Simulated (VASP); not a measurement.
# AlN (F-43m) in VASP: settings compared, part 2 of 2

VASP 6.6.1. Earlier steps stand in the parts before.

### Step 3. Band structure, HSE06

Contents of POSCAR:

```
AlN
1.0
    0.0000000000      2.1839935596      2.1839935596
    2.1839935596      0.0000000000      2.1839935596
    2.1839935596      2.1839935596      0.0000000000
Al N
1 1
Direct
    0.0000000000      0.0000000000      0.0000000000
    0.2500000000      0.2500000000      0.2500000000
```

Contents of INCAR.step1:

```
SYSTEM = AlN
  PREC = Accurate
  ENCUT = 520
  EDIFF = 1E-5
  ISMEAR = 0
  SIGMA = 0.02
  LREAL = .FALSE.
  LASPH = .TRUE.
  NELM = 100
  ALGO = Normal
  ISIF = 2
  LWAVE = .TRUE.
  LCHARG = .FALSE.
  GGA = PE
```

Contents of INCAR.step2:

```
SYSTEM = AlN
  PREC = Accurate
  ENCUT = 520
  EDIFF = 1E-6
  ISMEAR = 0
  SIGMA = 0.02
  LREAL = .FALSE.
  LASPH = .TRUE.
  NELM = 100
  ALGO = Normal
  ISIF = 2
  LWAVE = .FALSE.
  LCHARG = .FALSE.
  GGA = PE
  LHFCALC = .TRUE.
  HFSCREEN = 0.2
  PRECFOCK = Fast
  ISTART = 1
```

Contents of KPOINTS:

```
Automatic mesh
0
G
  6 6 6
  0 0 0
```

Contents of KPOINTS_OPT:

```
path GXWKGLUWLK,UX
12
line-mode
reciprocal
 0.0000000000  0.0000000000  0.0000000000  G
 0.5000000000  0.0000000000  0.5000000000  X

 0.5000000000  0.0000000000  0.5000000000  X
 0.5000000000  0.2500000000  0.7500000000  W

 0.5000000000  0.2500000000  0.7500000000  W
 0.3750000000  0.3750000000  0.7500000000  K

 0.3750000000  0.3750000000  0.7500000000  K
 0.0000000000  0.0000000000  0.0000000000  G

 0.0000000000  0.0000000000  0.0000000000  G
 0.5000000000  0.5000000000  0.5000000000  L

 0.5000000000  0.5000000000  0.5000000000  L
 0.6250000000  0.2500000000  0.6250000000  U

 0.6250000000  0.2500000000  0.6250000000  U
 0.5000000000  0.2500000000  0.7500000000  W

 0.5000000000  0.2500000000  0.7500000000  W
 0.5000000000  0.5000000000  0.5000000000  L

 0.5000000000  0.5000000000  0.5000000000  L
 0.3750000000  0.3750000000  0.7500000000  K

 0.6250000000  0.2500000000  0.6250000000  U
 0.5000000000  0.0000000000  0.5000000000  X
```

Potentials or basis: VASP PAW PBE potentials, release 64 (Al, N).

Command:

```
> cat potpaw_PBE.64/Al/POTCAR potpaw_PBE.64/N/POTCAR > POTCAR
> cp INCAR.step1 INCAR
> mpirun -np 1 vasp_std > vasp.out
> cp INCAR.step2 INCAR
> mpirun -np 1 vasp_std > vasp.out
```

OUTCAR:

```text
SYSTEM = AlN
   PREC = Accurate
   ENCUT = 520
   EDIFF = 1E-6
   ISMEAR = 0
   LREAL = .FALSE.
   LASPH = .TRUE.
   NELM = 100
   ISIF = 2
   GGA = PE
   LHFCALC = .TRUE.
   HFSCREEN = 0.2
   PRECFOCK = Fast
   ISTART = 1

 ion  position               nearest neighbor table
   1  0.000  0.000  0.000-   2 1.89   2 1.89   2 1.89   2 1.89
   2  0.250  0.250  0.250-   1 1.89   1 1.89   1 1.89   1 1.89

  LATTYP: Found a face centered cubic cell.
 ALAT       =     4.3679871192

  Lattice vectors:

 A1 = (   0.0000000000,   2.1839935596,   2.1839935596)
 A2 = (   2.1839935596,   0.0000000000,   2.1839935596)
 A3 = (   2.1839935596,   2.1839935596,   0.0000000000)

Analysis of symmetry for initial positions (statically):
=====================================================================
 Subroutine PRICEL returns:
 Original cell was already a primitive cell.

 Routine SETGRP: Setting up the symmetry group for a
 face centered cubic supercell.

 Subroutine GETGRP returns: Found 24 space group operations
 (whereof 24 operations were pure point group operations)
 out of a pool of 48 trial point group operations.

The static configuration has the point symmetry T_d .

Analysis of symmetry for dynamics (positions and initial velocities):
=====================================================================
 Subroutine PRICEL returns:
 Original cell was already a primitive cell.

 Routine SETGRP: Setting up the symmetry group for a
 face centered cubic supercell.

 Subroutine GETGRP returns: Found 24 space group operations
 (whereof 24 operations were pure point group operations)
 out of a pool of 48 trial point group operations.

The dynamic configuration has the point symmetry T_d .

 Subroutine INISYM returns: Found 24 space group operations
 (whereof 24 operations are pure point group operations),
 and found     1 'primitive' translations

----------------------------------------------------------------------------------------

                                     Primitive cell

  volume of cell :      20.8345

  direct lattice vectors                    reciprocal lattice vectors
     0.000000000  2.183993560  2.183993560    -0.228938404  0.228938404  0.228938404
     2.183993560  0.000000000  2.183993560     0.228938404 -0.228938404  0.228938404
     2.183993560  2.183993560  0.000000000     0.228938404  0.228938404 -0.228938404

  length of vectors
     3.088633312  3.088633312  3.088633312     0.396532948  0.396532948  0.396532948

  position of ions in fractional coordinates (direct lattice)
     0.000000000  0.000000000  0.000000000
     0.250000000  0.250000000  0.250000000

  ion indices of the primitive-cell ions
   primitive index   ion index
                 1           1
                 2           2

----------------------------------------------------------------------------------------

 KPOINTS: Automatic mesh

Automatic generation of k-mesh.
 Grid dimensions read from file:
 generate k-points for:    6    6    6

 Generating k-lattice:

  Cartesian coordinates                     Fractional coordinates (reciprocal lattice)
    -0.038156401  0.038156401  0.038156401     0.166666667  0.000000000  0.000000000
[... 34 lines left out ...]
   total plane-waves  NPLWV =  13824
   dimension x,y,z NGX =    24 NGY =   24 NGZ =   24
   dimension x,y,z NGXF=    48 NGYF=   48 NGZF=   48
   ions per type =               1   1
   NGX,Y,Z   is equivalent  to a cutoff of  12.92, 12.92, 12.92 a.u.
   NGXF,Y,Z  is equivalent  to a cutoff of  25.84, 25.84, 25.84 a.u.
 SYSTEM =  AlN
   PREC   = accura    normal or accurate (medium, high low for compatibility)
   ISTART =      1    job   : 0-new  1-cont  2-samecut
   ICHARG =      0    charge: 1-file 2-atom 10-const
   ISPIN  =      1    spin polarized calculation?
   LNONCOLLINEAR =      F non collinear calculations
   LSORBIT =      F    spin-orbit coupling
   LASPH  =      T    aspherical Exc in radial PAW
   ENCUT  =  520.0 eV  38.22 Ry    6.18 a.u.   5.74  5.74  5.74*2*pi/ulx,y,z
   NELM   =    100;   NELMIN=  2; NELMDL=  0     # of ELM steps
   EDIFF  = 0.1E-05   stopping-criterion for ELM
   LREAL  =      F    real-space projection
   EDIFFG = 0.1E-04   stopping-criterion for IOM
   NSW    =      0    number of steps for IOM
   IBRION =     -1    ionic relax: 0-MD 1-quasi-New 2-CG
   NFREE  =      0    steps in history (QN), initial steepest desc. (CG)
   ISIF   =      2    stress and relaxation
   ISYM   =      3    0-nonsym 1-usesym 2-fastsym
   POTIM  = 0.5000    time-step for ionic-motion
   TEBEG  =    0.0;   TEEND  =   0.0 temperature during run
   PSTRESS=    0.0 pullay stress
   NELECT =       8.0000    total number of electrons
   NUPDOWN=      -1.0000    fix difference up-down
   EMIN   =  10.00;   EMAX   =-10.00  energy-range for DOS
   EFERMI =   0.00;   METHOD = LEGACY
   ISMEAR =     0;   SIGMA  =   0.02  broadening in eV -4-tet -1-fermi 0-gaus
   EFERMI_NEDOS =   21; number of points for ismear=-14 and -15
   IALGO  =     38    algorithm
   IMIX   =      1    mixing-type and parameters
     AMIX     =   0.40;   BMIX     =  1.00
     AMIX_MAG =   1.60;   BMIX_MAG =  1.00
  volume/ion in A,a.u.               =      10.42        70.30
  Fermi-wavevector in a.u.,A,eV,Ry     =   1.189899  2.248583 19.263943  1.415860
  Thomas-Fermi vector in A             =   2.325996
   LORBIT       =      0    0 simple, 1 ext, 2 COOP (PROOUT), +10 PAW based schemes
   GGA     = PE    functional components
   LHFCALC =     T    Hartree Fock is set to
   PRECFOCK=fast      Normal, Fast or Accurate (Low or Medium for compatibility)
   ENCUT4O =  -1.0   cutoff for four orbital integrals eV
   NKREDX  =     1    reduce k-point grid by
   NKREDY  =     1    reduce k-point grid by
   NKREDZ  =     1    reduce k-point grid by
   AEXX    =    0.2500 exact exchange contribution
   HFSCREEN=    0.2000 screening length (either q_TF or 0.3 A-1)
   HFSCREENC=   0.2000 screening length for correlation (either q_TF or 0.3 A-1)
   ENCUTFOCK=  -1.0 apply spherical cutoff to Coloumb kernel
   IVDW    =     0    specifies the selected vdW correction
   LEPSILON=     F    determine dielectric tensor
   LRPA    =     F    only Hartree local field effects (RPA)
 non-spin polarized calculation
 Gauss-broadening in eV      SIGMA  =   0.02
  energy-cutoff  :      520.00
  volume of cell :       20.83
 maximum number of plane-waves:       568
  NGX = 14; NGY = 14; NGZ = 14

 number of electron       8.0000000 magnetization

 Free energy of the ion-electron system (eV)
  ---------------------------------------------------
  ext. energy  EPLUGINS =         0.00000000
  ---------------------------------------------------
  free energy    TOTEN  =       -17.42795710 eV

  energy without entropy =      -17.42795710  energy(sigma->0) =      -17.42795710

 E-fermi :   5.1196     XC(G=0):  -9.0007

 val. band max:        5.0323967262   @ k =   0.0000   0.0000   0.0000
 cond. band min:       9.6077718102   @ k =   0.5000   0.5000   0.0000
 fundamental gap:      4.5753750840
 Fermi energy:         5.1195701052

 k-point     1 :       0.0000    0.0000    0.0000
  band No.  band energies     occupation
      1     -11.4483      2.00000
      2       5.0324      2.00000
      3       5.0324      2.00000
      4       5.0324      2.00000
      5      10.6058      0.00000
      6      19.2975      0.00000
      7      19.2975      0.00000
      8      19.2975      0.00000
[... 155 lines left out ...]
 k-point    16 :      -0.3333    0.5000    0.1667
  band No.  band energies     occupation
      1      -8.5395      2.00000
      2       0.3373      2.00000
      3       2.0033      2.00000
      4       2.3543      2.00000
      5      11.6428      0.00000
      6      16.9762      0.00000
      7      19.8625      0.00000
      8      20.0967      0.00000

------------------------ aborting loop because EDIFF is reached ----------------------------------------

  FORCE on cell =-STRESS in cart. coord.  units (eV):
  Direction    XX          YY          ZZ          XY          YZ          ZX
  --------------------------------------------------------------------------------------
  -------------------------------------------------------------------------------------
  Total       -0.0740193     -0.0740193     -0.0740193      0.0000000      0.0000000     -0.0000000
  in kB       -5.6920844     -5.6920844     -5.6920844      0.0000000      0.0000000     -0.0000000
  external PRESSURE =      -5.6920844 kB  Pullay stress =       0.0000000 kB

 VOLUME and BASIS-vectors are now :
 -----------------------------------------------------------------------------
  energy-cutoff  :      520.00
  volume of cell :       20.83
      direct lattice vectors                 reciprocal lattice vectors
     0.000000000  2.183993560  2.183993560    -0.228938404  0.228938404  0.228938404
     2.183993560  0.000000000  2.183993560     0.228938404 -0.228938404  0.228938404
     2.183993560  2.183993560  0.000000000     0.228938404  0.228938404 -0.228938404

 POSITION                                       TOTAL-FORCE (eV/Angst)
 -----------------------------------------------------------------------------------
      0.00000      0.00000      0.00000         0.000000      0.000000      0.000000
      1.09200      1.09200      1.09200        -0.000000     -0.000000     -0.000000
 -----------------------------------------------------------------------------------
    total drift:                                0.000002     -0.000001      0.000000

  FREE ENERGIE OF THE ION-ELECTRON SYSTEM (eV)
  ---------------------------------------------------
  free  energy   TOTEN  =       -17.4279570979 eV

  energy  without entropy=      -17.4279570979  energy(sigma->0) =      -17.42795710
```

It took 4.3 min on 1 thread of Intel Xeon 6975P-C (Granite Rapids), shared host; peak memory 0.26 GiB.

What came out:

| Property | Result |
| --- | --- |
| Free energy | -17.4280 eV |
| Pressure | -0.6 GPa |
| Band gap on the k mesh | 4.58 eV, indirect (least direct gap 5.57 eV) |
| Band gap along the path | 4.58 eV, indirect (least direct gap 5.57 eV) |

Levels at the corners of the path, in eV from the valence-band top:
```tsv
point	band 2	band 3	band 4	band 5	band 6	band 7
Γ	0.00	0.00	0.00	5.57	14.26	14.26
X	-5.34	-1.95	-1.95	4.58	10.10	16.13
X	-5.34	-1.95	-1.95	4.58	10.10	16.13
W	-4.12	-3.74	-2.88	7.47	13.13	13.73
W	-4.12	-3.74	-2.88	7.47	13.13	13.73
K	-4.63	-3.92	-1.51	6.53	11.77	15.13
K	-4.63	-3.92	-1.51	6.53	11.77	15.13
Γ	0.00	0.00	0.00	5.57	14.26	14.26
Γ	0.00	0.00	0.00	5.57	14.26	14.26
L	-6.35	-0.53	-0.53	8.90	11.67	12.78
L	-6.35	-0.53	-0.53	8.90	11.67	12.78
U	-4.63	-3.92	-1.51	6.53	11.77	15.13
U	-4.63	-3.92	-1.51	6.53	11.77	15.13
W	-4.12	-3.74	-2.88	7.47	13.13	13.73
W	-4.12	-3.74	-2.88	7.47	13.13	13.73
L	-6.35	-0.53	-0.53	8.90	11.67	12.78
L	-6.35	-0.53	-0.53	8.90	11.67	12.78
K	-4.63	-3.92	-1.51	6.53	11.77	15.13
U	-4.63	-3.92	-1.51	6.53	11.77	15.13
X	-5.34	-1.95	-1.95	4.58	10.10	16.13
```

Caveat: the PAW data sets were made with another functional, which shifts forces and pressure a little.

### Step 4. G0W0 quasiparticle levels, PBE

POSCAR is that of step 3.

Contents of INCAR.step1:

```
PREC = Accurate
ENCUT = 450
EDIFF = 1E-8
ISMEAR = 0
SIGMA = 0.01
LREAL = False
LASPH = True
NELM = 100
ALGO = Normal
LWAVE = True
LCHARG = False
GGA = PE
```

Contents of INCAR.step2:

```
PREC = Accurate
ENCUT = 450
EDIFF = 1E-8
ISMEAR = 0
SIGMA = 0.01
LREAL = False
LASPH = True
NELM = 1
ALGO = Exact
LWAVE = True
LCHARG = False
GGA = PE
NBANDS = 179
LOPTICS = True
ISTART = 1
```

Contents of INCAR.step3:

```
PREC = Accurate
ENCUT = 450
EDIFF = 1E-8
ISMEAR = 0
SIGMA = 0.01
LREAL = False
LASPH = True
ALGO = EVGW0
LWAVE = False
LCHARG = False
GGA = PE
NELMGW = 1
NBANDS = 179
ENCUTGW = 240
NOMEGA = 50
PRECFOCK = Fast
ISTART = 1
NBANDSGW = 12
```

Contents of KPOINTS:

```
Automatic mesh
0
Gamma
  6 6 6
```

Potentials or basis: VASP PAW PBE potentials, release 64 (Al_GW, N_GW).

Command:

```
> cat potpaw_PBE.64/Al_GW/POTCAR potpaw_PBE.64/N_GW/POTCAR > POTCAR
> cp INCAR.step1 INCAR
> mpirun -np 1 vasp_std > vasp.out
> cp INCAR.step2 INCAR
> mpirun -np 1 vasp_std > vasp.out
> cp INCAR.step3 INCAR
> mpirun -np 1 vasp_std > vasp.out
```

OUTCAR:

```text
PREC = Accurate
   ENCUT = 450
   EDIFF = 1E-8
   ISMEAR = 0
   LREAL = False
   LASPH = True
   GGA = PE
   NELMGW = 1
   ENCUTGW = 240
   PRECFOCK = Fast
   ISTART = 1

 ion  position               nearest neighbor table
   1  0.000  0.000  0.000-   2 1.89   2 1.89   2 1.89   2 1.89
   2  0.250  0.250  0.250-   1 1.89   1 1.89   1 1.89   1 1.89

  LATTYP: Found a face centered cubic cell.
 ALAT       =     4.3679871192

  Lattice vectors:

 A1 = (   0.0000000000,   2.1839935596,   2.1839935596)
 A2 = (   2.1839935596,   0.0000000000,   2.1839935596)
 A3 = (   2.1839935596,   2.1839935596,   0.0000000000)

Analysis of symmetry for initial positions (statically):
[... 157 lines left out ...]
   ENCUTGWSOFT         = 192.0    soft cutoff for Coulomb kernel in GW response function in eV
   ENCUTLF             =  -1.0    cutoff for local field effects
   NELMGW              =     1    number of iterations in solving QP/BSE equation
   NELMHF              =     1    number of iterations in the inner HF iteration
   NKREDLFX            =     1    NKREDLFY  =   1   NKREDLFZ  =   1
 non-spin polarized calculation
 Gauss-broadening in eV      SIGMA  =   0.01
  energy-cutoff  :      450.00
  volume of cell :       20.83
 maximum number of plane-waves:       464
 NGX is ok and might be reduce to    24
  NGX = 14; NGY = 14; NGZ = 14
   NGX = 11   NGY = 11   NGZ = 11
 maximum number of plane-waves:       190

 QP shifts <psi_nk| G(iteration)W_0 |psi_nk>: iteration 1
 for sc-GW calculations column KS-energies equals QP-energies in previous step
 and V_xc(KS)=  KS-energies - (<T + V_ion + V_H > + <T+V_H+V_ion>^1  + <V_x>^1)

 k-point   1 :       0.0000    0.0000    0.0000
  band No.  KS-energies  QP-energies   sigma(KS)   V_xc(KS)     V^pw_x(r,r')   Z            occupation Imag(sigma)

      1     -10.0375     -11.7136     -17.1079     -14.7946     -24.7738       0.7245       2.0000       1.2359
      2       4.9532       3.8639     -18.1678     -16.7593     -20.7763       0.7734       2.0000       0.0336
      3       4.9532       3.8639     -18.1678     -16.7593     -20.7763       0.7734       2.0000       0.0336
      4       4.9532       3.8639     -18.1678     -16.7593     -20.7763       0.7734       2.0000       0.0336
      5       9.1386       9.7223     -11.7841     -12.5070      -7.8661       0.8074       0.0000      -0.0900
      6      17.4987      18.3882      -9.1661     -10.2777      -4.0477       0.8002       0.0000      -0.1322
      7      17.4987      18.3882      -9.1661     -10.2777      -4.0477       0.8002       0.0000      -0.1322
      8      17.4987      18.3882      -9.1661     -10.2777      -4.0477       0.8002       0.0000      -0.1322
      9      22.6292      23.5286      -9.3174     -10.4517      -3.6955       0.7929       0.0000      -0.2799
     10      22.6292      23.5286      -9.3174     -10.4517      -3.6955       0.7929       0.0000      -0.2799
     11      24.0260      24.4529      -9.1095      -9.6512      -2.5921       0.7880       0.0000      -0.7847
     12      24.0260      24.4529      -9.1095      -9.6512      -2.5921       0.7880       0.0000      -0.7847
[... 228 lines left out ...]
      1      -7.3122      -8.9052     -19.0477     -16.8590     -26.2501       0.7279       2.0000       0.8734
      2       0.6351      -0.7228     -15.4992     -13.6596     -19.0817       0.7382       2.0000       0.1022
      3       2.1694       0.8458     -16.2094     -14.4593     -19.3755       0.7563       2.0000       0.0619
      4       2.4477       1.1605     -15.7340     -14.0455     -18.6344       0.7623       2.0000       0.0505
      5      10.1966      10.7412     -10.4239     -11.0979      -6.4066       0.8081       0.0000      -0.0892
      6      15.2617      16.0923     -10.1580     -11.1905      -5.3950       0.8046       0.0000      -0.1032
      7      17.9249      18.7174     -10.0093     -11.0219      -4.2826       0.7827       0.0000      -0.2436
      8      17.9708      19.1151     -12.6774     -14.1811      -6.8444       0.7610       0.0000      -0.1916
      9      21.5085      22.3835     -10.5629     -11.7306      -4.0017       0.7493       0.0000      -0.3911
     10      25.1476      25.9097      -9.3871     -10.3669      -2.9665       0.7777       0.0000      -0.5366
     11      29.4947      30.6325     -11.1188     -12.5723      -4.0223       0.7829       0.0000      -0.9846
     12      30.5773      31.7790     -10.8831     -12.4006      -4.1424       0.7919       0.0000      -0.9252
```

Wall time 3.5 min (1 thread of Intel Xeon 6975P-C (Granite Rapids), shared host); peak memory 0.59 GiB.

What came out:

- Band gap on the k mesh, mean-field level: 3.31 eV, indirect (least direct gap 4.19 eV)
- Quasiparticle gap: 4.80 eV
- Least direct quasiparticle gap: 5.86 eV

Levels at points of the mesh, in eV from the valence-band top:
```tsv
k point	band 2	band 3	band 4	band 5	band 6	band 7
(0.00, 0.00, 0.00)	0.00	0.00	0.00	4.19	12.55	12.55
(0.50, 0.00, 0.00)	-5.86	-0.48	-0.48	7.37	9.86	11.14
(0.50, 0.50, 0.00)	-4.91	-1.78	-1.78	3.31	8.61	13.95
```

Caveat: the cutoff is under 1.25 times the usual one of these potentials, so pressure, stress and relaxed cells hold a basis-set (Pulay) error; bands, screening cutoff and mesh are small and nothing is extrapolated, so the quasiparticle values aren't converged. A k mesh can miss the band edges.
